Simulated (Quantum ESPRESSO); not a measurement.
**W2C: equation of state with PBE**

The system is W2C.

```
W C
1.0
     3.07005    0.00000    0.00000
    -1.53502    2.65874    0.00000
     0.00000    0.00000    4.67843
W C
2 1
Direct
  0.66667 0.33333 0.25367
  0.33333 0.66667 0.74633
  0.00000 0.00000 0.00000
```

The cell comes from a database or a generator and needn't be the stable form of this composition.

```
Program             : Quantum ESPRESSO 7.5
Task                : equation of state
Functional          : PBE
Potentials or basis : SSSP 1.3 efficiency PBE
Cutoff              : 748 eV
Density cutoff      : 5987 eV
k mesh              : 10 × 10 × 6
Occupations         : fermi-dirac, width 0.05 eV
Spin                : no spin polarisation
```

- Equilibrium volume: 12.69 Å³/atom
- Bulk modulus at fixed shape and positions: 337 GPa
- Pressure derivative of the bulk modulus: 4.3

Energy against volume, from the lowest point:
```
volume (Å³/atom)  energy (meV/atom)
          11.965              47.46
          12.220              19.01
          12.475               3.63
          12.729               0.00
          12.984               6.94
          13.238              23.36
          13.493              48.28
```

All runs of the series together: 4.4 min on 1 thread of Intel(R) Xeon(R) 6975P-C (Granite Rapids) (shared host).

Caveat: the cell was scaled at fixed shape and fractional positions, which overstates the stiffness of a crystal with free parameters, most of all of layers and chains. Spin-orbit coupling is left out, which matters for the levels of W.
